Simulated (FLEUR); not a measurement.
# TePt (R-3m) in FLEUR: notebook

The runs below take TePt through band structure, equation of state, with LDA.

Program: FLEUR MaX-R8.1 (later development tree). These are calculated values, not measurements. Logs are shortened: lines on timing, memory, paths and dates and some standing lists are left out, and cuts for length are marked.

### Step 1. The crystal as given

Symmetry: R-3m, No. 166, trigonal system. Conventional cell: a = 3.963 Å, b = 3.963 Å, c = 19.983 Å, α = 90.00°, β = 90.00°, γ = 120.00°. Pt (site symmetry 3m) has 3 Te at 2.59 Å and 3 Pt at 2.72 Å as nearest neighbours. Te (site symmetry 3m) has 3 Pt at 2.59 Å as nearest neighbours.

### Step 2. Band structure, LDA

inp.xml reads:

```xml
<?xml version="1.0" encoding="UTF-8" standalone="no"?>
<fleurInput fleurInputVersion="0.39">
   <comment>
      TePt                                                                                                
   </comment>
   <calculationSetup>
      <cutoffs Kmax="4.8" Gmax="14.9" GmaxXC="14.9" numbands="0"/>
      <scfLoop itmax="60" minDistance="0.00001" maxIterBroyd="15" imix="Anderson" alpha="0.05" precondParam="0.0" spinf="2.0" sdNocoIR="T"/>
      <coreElectrons ctail="T" frcor="F" kcrel="0" coretail_lmax="0"/>
      <xcFunctional name="vwn" relativisticCorrections="F"/>
      <magnetism jspins="1"/>
      <soc l_soc="F" theta="0.0" phi="0.0" spav="F"/>
      <expertModes spex="0" secvar="F"/>
      <geometryOptimization l_f="F" forcealpha="1.0" forcemix="BFGS" epsdisp="0.00001" epsforce="0.00001"/>
      <ldaU l_linMix="F" mixParam="0.05" spinf="1.0"/>
   </calculationSetup>
   <cell>
      <bzIntegration valenceElectrons="80.0" mode="hist" fermiSmearingEnergy="0.00183747">
         <kPointListSelection listName="default-1"/>
         <!-- k-points included here -->
         <xi:include xmlns:xi="http://www.w3.org/2001/XInclude" href="kpts.xml"> </xi:include>
      </bzIntegration>
      <!-- symmetry operations included here -->
      <xi:include xmlns:xi="http://www.w3.org/2001/XInclude" href="sym.xml"> </xi:include>
[... 37 lines left out ...]
         <lo type="SCLO" l="1" n="4" eDeriv="1"/>
         <lo type="SCLO" l="2" n="4" eDeriv="0"/>
         <lo type="SCLO" l="2" n="4" eDeriv="1"/>
         <lo type="SCLO" l="0" n="5" eDeriv="2"/>
         <lo type="SCLO" l="3" n="4" eDeriv="2"/>
      </species>
   </atomSpecies>
   <atomGroups>
      <atomGroup species="Platinum (Pt)">
         <relPos label="                   1">.1296666667 .1296666667 .1296666667</relPos>
         <relPos label="                   2">-.1296666667 -.1296666667 -.1296666667</relPos>
         <force calculate="T" relaxXYZ="TTT"/>
      </atomGroup>
      <atomGroup species="Tellurium (Te)">
         <relPos label="                   3">.4020000000 .4020000000 .4020000000</relPos>
         <relPos label="                   4">-.4020000000 -.4020000000 -.4020000000</relPos>
         <force calculate="T" relaxXYZ="TTT"/>
      </atomGroup>
   </atomGroups>
   <output dos="F" band="F" slice="F">
      <checks vchk="F" cdinf="F"/>
      <bandDOS minEnergy="-.5*Htr" maxEnergy="0.5*Htr" sigma="0.015" storeEVData="T"/>
      <vacuumDOS vacdos="F" integ="F" star="F" nstars="0" locx1="0.0" locy1="0.0" locx2="0.0" locy2="0.0" nstm="0" tworkf="0.0"/>
      <unfoldingBand unfoldBand="F" supercellX="1" supercellY="1" supercellZ="1"/>
      <plotting iplot="0" polar="F">
         <plot TwoD="T" vec1="  1.0  0.0  0.0" vec2="  0.0  1.0  0.0" vec3="  0.0  0.0  1.0" zero="  0.0  0.0  0.0" file="plot"/>
      </plotting>
      <chargeDensitySlicing numkpt="0" minEigenval="0.0" maxEigenval="0.0" nnne="0" pallst="F"/>
      <specialOutput eonly="F"/>
      <moessbauerParams electricFieldGradient="T" isomerShift="T" coreHyperfine="T" valenceHyperfine="T"/>
      <magneticCircularDichroism mcd="F" energyLo="-10.0" energyUp="0.0"/>
   </output>
  <!-- We include the file relax.xml here to enable relaxations (see documentation) -->
  <xi:include xmlns:xi="http://www.w3.org/2001/XInclude" href="relax.xml"> <xi:fallback/> </xi:include>
</fleurInput>
```

crystal.txt reads:

```
TePt
&input cartesian=F /
1.9815661262  1.1440577364  6.6610334788
-1.9815661262  1.1440577364  6.6610334788
0.0000000000  -2.2881154728  6.6610334788
1.8897261246
1.0 1.0 1.0

4
78 0.1296666667  0.1296666667  0.1296666667
78 0.8703333333  0.8703333333  0.8703333333
52 0.4020000000  0.4020000000  0.4020000000
52 0.5980000000  0.5980000000  0.5980000000

&kpt div1=8 div2=8 div3=8 gamma=T /
```

inp.xml (bands) reads:

```
<?xml version="1.0" encoding="UTF-8" standalone="no"?>
<fleurInput fleurInputVersion="0.39">
   <comment>
      TePt                                                                                                
   </comment>
   <calculationSetup>
      <cutoffs Kmax="4.8" Gmax="14.9" GmaxXC="14.9" numbands="0"/>
      <scfLoop itmax="60" minDistance="0.00001" maxIterBroyd="15" imix="Anderson" alpha="0.05" precondParam="0.0" spinf="2.0" sdNocoIR="T"/>
      <coreElectrons ctail="T" frcor="F" kcrel="0" coretail_lmax="0"/>
      <xcFunctional name="vwn" relativisticCorrections="F"/>
      <magnetism jspins="1"/>
      <soc l_soc="F" theta="0.0" phi="0.0" spav="F"/>
      <expertModes spex="0" secvar="F"/>
      <geometryOptimization l_f="F" forcealpha="1.0" forcemix="BFGS" epsdisp="0.00001" epsforce="0.00001"/>
      <ldaU l_linMix="F" mixParam="0.05" spinf="1.0"/>
   </calculationSetup>
   <cell>
      <bzIntegration valenceElectrons="80.0" mode="hist" fermiSmearingEnergy="0.00183747">
         <kPointListSelection listName="path-1"/>
         <!-- k-points included here -->
         <xi:include xmlns:xi="http://www.w3.org/2001/XInclude" href="kpts.xml"> </xi:include>
      </bzIntegration>
      <!-- symmetry operations included here -->
      <xi:include xmlns:xi="http://www.w3.org/2001/XInclude" href="sym.xml"> </xi:include>
[... 37 lines left out ...]
         <lo type="SCLO" l="1" n="4" eDeriv="1"/>
         <lo type="SCLO" l="2" n="4" eDeriv="0"/>
         <lo type="SCLO" l="2" n="4" eDeriv="1"/>
         <lo type="SCLO" l="0" n="5" eDeriv="2"/>
         <lo type="SCLO" l="3" n="4" eDeriv="2"/>
      </species>
   </atomSpecies>
   <atomGroups>
      <atomGroup species="Platinum (Pt)">
         <relPos label="                   1">.1296666667 .1296666667 .1296666667</relPos>
         <relPos label="                   2">-.1296666667 -.1296666667 -.1296666667</relPos>
         <force calculate="T" relaxXYZ="TTT"/>
      </atomGroup>
      <atomGroup species="Tellurium (Te)">
         <relPos label="                   3">.4020000000 .4020000000 .4020000000</relPos>
         <relPos label="                   4">-.4020000000 -.4020000000 -.4020000000</relPos>
         <force calculate="T" relaxXYZ="TTT"/>
      </atomGroup>
   </atomGroups>
   <output dos="F" band="T" slice="F">
      <checks vchk="F" cdinf="F"/>
      <bandDOS minEnergy="-.5*Htr" maxEnergy="0.5*Htr" sigma="0.015" storeEVData="T"/>
      <vacuumDOS vacdos="F" integ="F" star="F" nstars="0" locx1="0.0" locy1="0.0" locx2="0.0" locy2="0.0" nstm="0" tworkf="0.0"/>
      <unfoldingBand unfoldBand="F" supercellX="1" supercellY="1" supercellZ="1"/>
      <plotting iplot="0" polar="F">
         <plot TwoD="T" vec1="  1.0  0.0  0.0" vec2="  0.0  1.0  0.0" vec3="  0.0  0.0  1.0" zero="  0.0  0.0  0.0" file="plot"/>
      </plotting>
      <chargeDensitySlicing numkpt="0" minEigenval="0.0" maxEigenval="0.0" nnne="0" pallst="F"/>
      <specialOutput eonly="F"/>
      <moessbauerParams electricFieldGradient="T" isomerShift="T" coreHyperfine="T" valenceHyperfine="T"/>
      <magneticCircularDichroism mcd="F" energyLo="-10.0" energyUp="0.0"/>
   </output>
  <!-- We include the file relax.xml here to enable relaxations (see documentation) -->
  <xi:include xmlns:xi="http://www.w3.org/2001/XInclude" href="relax.xml"> <xi:fallback/> </xi:include>
</fleurInput>
```

Potentials or basis: all-electron, FLAPW.

Command:

```bash
$ inpgen -f crystal.txt -profile fastHighL
$ # inp.xml edited to the form shown
$ fleur_MPI
$ fleur_MPI   # second run, on inp.xml (bands)
```

Standard output:

```text
Welcome to FLEUR        (www.flapw.de)
      MaX-Release 8.1          (www.max-centre.eu)

 ========== k-point set info ==========
 Selected k-point list: default-1
 k-point list type: mesh
 8 x 8 x 8
 Number of k points: 65

 ------------Calculation Setup---------------------------
 Number of MPI-tasks      :            1
 Number of PE/node        :            1
 Number of OMP-threads    :            1
 Most efficient MPI parallelization for:
           1           5          13          65
 Additional eigenvalue parallelization possible
 Number of basis functions:         1328
 Approximate size of matrices (H+S) per k-point:         0.026 GB
 --------------------------------------------------------
 Iteration:     1   Distance:      12.23042692 me/bohr^3
 Iteration:     2   Distance:      10.96414641 me/bohr^3
 Iteration:     3   Distance:       5.60813599 me/bohr^3
 Iteration:     4   Distance:       2.49602035 me/bohr^3
 Iteration:     5   Distance:       1.79885038 me/bohr^3
 Iteration:     6   Distance:       0.90235361 me/bohr^3
 Iteration:     7   Distance:       0.16612382 me/bohr^3
 Iteration:     8   Distance:       0.14617403 me/bohr^3
 Iteration:     9   Distance:       0.03347442 me/bohr^3
 Iteration:    10   Distance:       0.00974236 me/bohr^3
 Iteration:    11   Distance:       0.00535380 me/bohr^3
 Iteration:    12   Distance:       0.00129379 me/bohr^3
 Iteration:    13   Distance:       0.00135738 me/bohr^3
 Iteration:    14   Distance:       0.00015188 me/bohr^3
 Iteration:    15   Distance:       0.00005067 me/bohr^3
 Iteration:    16   Distance:       0.00004565 me/bohr^3
 Iteration:    17   Distance:       0.00003592 me/bohr^3
 Iteration:    18   Distance:       0.00001173 me/bohr^3
 Iteration:    19   Distance:       0.00000284 me/bohr^3

 ********************************************************************
 Run finished successfully
 Stop message:
   all done
 ********************************************************************
```

It took 21 min on 1 thread of Arm Neoverse V1, shared host; peak memory 0.19 GiB.

Results:

```yaml
Free_energy: -1372964.6137 eV
Band_gap_along_the_path: none (metal or under the smearing width)
Valence_electrons_inside_the_program's_atomic_spheres: Pt 16.16; Te 18.08 (radii Pt 2.38, Te 2.04 bohr)
```

Levels at the corners of the path, in eV from the Fermi level:
```
point  band 37  band 38  band 39  band 40  band 41  band 42  band 43  band 44
    Γ    -1.75     0.67     0.67     0.83     1.21     2.85     2.85     4.58
    L    -2.51    -1.97    -1.86    -1.05     0.31     1.35     1.96     3.75
   B1    -2.36    -2.03    -1.27    -1.26    -0.37     1.10     3.37     3.40
    B    -2.36    -2.03    -1.27    -1.26    -0.37     1.10     3.37     3.40
    Z    -1.71    -1.61     1.23     1.23     1.95     1.95     3.47     4.48
    Γ    -1.75     0.67     0.67     0.83     1.21     2.85     2.85     4.58
    X    -2.31    -2.05    -1.52    -0.82    -0.71     1.16     3.06     4.05
    Q    -2.31    -2.05    -1.52    -0.82    -0.71     1.16     3.06     4.05
    F    -2.49    -1.83    -1.74    -1.32    -1.17     2.52     3.79     4.79
   P1    -2.32    -1.82    -1.57    -1.50    -0.83     2.25     2.81     4.75
    Z    -1.71    -1.61     1.23     1.23     1.95     1.95     3.47     4.48
    L    -2.51    -1.97    -1.86    -1.05     0.31     1.35     1.96     3.75
    P    -2.32    -1.82    -1.57    -1.50    -0.83     2.25     2.81     4.75
```

Core levels (eV from the Fermi level):
| atom | levels |
| --- | --- |
| 1 Pt | 1s1/2 -78248.8, 2s1/2 -13734.5, 2p1/2 -13166.3, 2p3/2 -11438.9, 3s1/2 -3223.1, 3p1/2 -2967.7, 3p3/2 -2588.1, 4s1/2 -689.4, 3d3/2 -2161.9, 3d5/2 -2080.1, 4p1/2 -581.2, 4p3/2 -490.5, 4d3/2 -313.0, 4d5/2 -296.1, 4f5/2 -69.0, 4f7/2 -65.6 |
| 2 Pt | 1s1/2 -78248.8, 2s1/2 -13734.5, 2p1/2 -13166.3, 2p3/2 -11438.9, 3s1/2 -3223.1, 3p1/2 -2967.7, 3p3/2 -2588.1, 4s1/2 -689.4, 3d3/2 -2161.9, 3d5/2 -2080.1, 4p1/2 -581.2, 4p3/2 -490.5, 4d3/2 -313.0, 4d5/2 -296.1, 4f5/2 -69.0, 4f7/2 -65.6 |
| 3 Te | 1s1/2 -31567.5, 2s1/2 -4836.8, 2p1/2 -4533.9, 2p3/2 -4259.8, 3s1/2 -958.6, 3p1/2 -833.9, 3p3/2 -782.8, 4s1/2 -159.4, 3d3/2 -561.8, 3d5/2 -551.1 |
| 4 Te | 1s1/2 -31567.5, 2s1/2 -4836.8, 2p1/2 -4533.9, 2p3/2 -4259.8, 3s1/2 -958.6, 3p1/2 -833.9, 3p3/2 -782.8, 4s1/2 -159.4, 3d3/2 -561.8, 3d5/2 -551.1 |

Caveat: spin-orbit coupling is left out, which moves the levels of the heavy elements.

### Step 3. Equation of state, LDA, 21.29 Å³/atom (volume scaled by 0.94)

Changes to inp.xml since step 2:

```diff
@@ -6,3 +6,3 @@
    <calculationSetup>
-      <cutoffs Kmax="4.8" Gmax="14.9" GmaxXC="14.9" numbands="0"/>
+      <cutoffs Kmax="4.95" Gmax="15.3" GmaxXC="15.3" numbands="0"/>
       <scfLoop itmax="60" minDistance="0.00001" maxIterBroyd="15" imix="Anderson" alpha="0.05" precondParam="0.0" spinf="2.0" sdNocoIR="T"/>
@@ -24,3 +24,3 @@
       <xi:include xmlns:xi="http://www.w3.org/2001/XInclude" href="sym.xml"> </xi:include>
-      <bulkLattice scale="1.0">
+      <bulkLattice scale="0.9795861087">
          <bravaisMatrix>
@@ -34,3 +34,3 @@
       <species name="Platinum (Pt)" element="Pt" atomicNumber="78">
-         <mtSphere radius="2.38" gridPoints="787" logIncrement="0.017"/>
+         <mtSphere radius="2.31" gridPoints="787" logIncrement="0.017"/>
          <atomicCutoffs lmax="10" lnonsphr="10"/>
@@ -51,3 +51,3 @@
       <species name="Tellurium (Te)" element="Te" atomicNumber="52">
-         <mtSphere radius="2.04" gridPoints="675" logIncrement="0.019"/>
+         <mtSphere radius="1.98" gridPoints="675" logIncrement="0.019"/>
          <atomicCutoffs lmax="8" lnonsphr="8"/>
```

Potentials or basis: all-electron, FLAPW.

Command:

```bash
$ inpgen -f crystal.txt -profile fastHighL
$ # inp.xml edited to the form shown
$ fleur_MPI
```

Run time: 22 min. Hardware: 1 thread of Arm Neoverse V1, shared host; peak memory 0.19 GiB.

It converged, with:

* Free energy: -1372964.5726 eV
* Band gap on the k mesh: none (metal or under the smearing width)
* Valence electrons inside the program's atomic spheres: Pt 15.96; Te 17.87 (radii Pt 2.31, Te 1.98 bohr)

### Step 4. Equation of state, LDA, 21.75 Å³/atom (volume scaled by 0.96)

Changes to inp.xml since step 3:

```diff
@@ -24,3 +24,3 @@
       <xi:include xmlns:xi="http://www.w3.org/2001/XInclude" href="sym.xml"> </xi:include>
-      <bulkLattice scale="0.9795861087">
+      <bulkLattice scale="0.9864848297">
          <bravaisMatrix>
```

Command:

```bash
$ inpgen -f crystal.txt -profile fastHighL
$ # inp.xml edited to the form shown
$ fleur_MPI
```

It took 24 min on 1 thread of Arm Neoverse V1, shared host; peak memory 0.2 GiB.

Results (log left out):

- Free energy: -1372964.6236 eV
- Band gap on the k mesh: none (metal or under the smearing width)
- Valence electrons inside the program's atomic spheres: Pt 15.93; Te 17.86 (radii Pt 2.31, Te 1.98 bohr)

### Step 5. Equation of state, LDA, 22.65 Å³/atom

Changes to inp.xml since step 4:

```diff
@@ -24,3 +24,3 @@
       <xi:include xmlns:xi="http://www.w3.org/2001/XInclude" href="sym.xml"> </xi:include>
-      <bulkLattice scale="0.9864848297">
+      <bulkLattice scale="1.0000000000">
          <bravaisMatrix>
```

Command:

```bash
$ inpgen -f crystal.txt -profile fastHighL
$ # inp.xml edited to the form shown
$ fleur_MPI
```

It took 23 min on 1 thread of Arm Neoverse V1, shared host; peak memory 0.2 GiB.

It converged, with:

```
Free energy                                           : -1372964.6203 eV
Band gap on the k mesh                                : none (metal or under the smearing width)
Valence electrons inside the program's atomic spheres : Pt 15.88; Te 17.84 (radii Pt 2.31, Te 1.98 bohr)
```

### Step 6. Equation of state, LDA, 23.56 Å³/atom (volume scaled by 1.04)

Changes to inp.xml since step 5:

```diff
@@ -24,3 +24,3 @@
       <xi:include xmlns:xi="http://www.w3.org/2001/XInclude" href="sym.xml"> </xi:include>
-      <bulkLattice scale="1.0000000000">
+      <bulkLattice scale="1.0131594038">
          <bravaisMatrix>
```

Potentials or basis: all-electron, FLAPW.

Command:

```bash
$ inpgen -f crystal.txt -profile fastHighL
$ # inp.xml edited to the form shown
$ fleur_MPI
```

Wall time 23 min (1 thread of Arm Neoverse V1, shared host); peak memory 0.21 GiB.

It converged, with:

```yaml
Free_energy: -1372964.5027 eV
Band_gap_on_the_k_mesh: none (metal or under the smearing width)
Valence_electrons_inside_the_program's_atomic_spheres: Pt 15.84; Te 17.83 (radii Pt 2.31, Te 1.98 bohr)
```

### Step 7. Equation of state, LDA, 24.01 Å³/atom (volume scaled by 1.06)

Changes to inp.xml since step 6:

```diff
@@ -24,3 +24,3 @@
       <xi:include xmlns:xi="http://www.w3.org/2001/XInclude" href="sym.xml"> </xi:include>
-      <bulkLattice scale="1.0131594038">
+      <bulkLattice scale="1.0196128224">
          <bravaisMatrix>
```

Command:

```bash
$ inpgen -f crystal.txt -profile fastHighL
$ # inp.xml edited to the form shown
$ fleur_MPI
```

Wall time 24 min (1 thread of Arm Neoverse V1, shared host); peak memory 0.22 GiB.

It converged, with:

```yaml
Free_energy: -1372964.4093 eV
Band_gap_on_the_k_mesh: none (metal or under the smearing width)
Valence_electrons_inside_the_program's_atomic_spheres: Pt 15.82; Te 17.82 (radii Pt 2.31, Te 1.98 bohr)
```

### Step 8. Equation of state, LDA

Potentials or basis: all-electron, FLAPW.

This step only gathers the single runs of the series.

What came out:

| Property | Result |
| --- | --- |
| Equilibrium volume | 22.17 Å³/atom |
| Bulk modulus at fixed shape and positions | 141 GPa |
| Pressure derivative of the bulk modulus | 5.1 (rough: it moves with the points fitted) |

Energy against volume, from the lowest point:
| volume (Å³/atom) | energy (meV/atom) |
| --- | --- |
| 21.292 | 12.75 |
| 21.745 | 0.00 |
| 22.651 | 0.83 |
| 23.557 | 30.22 |
| 24.010 | 53.57 |

Caveat: the cell was scaled at fixed shape and fractional positions, which overstates the stiffness of a crystal with free parameters, most of all of layers and chains.
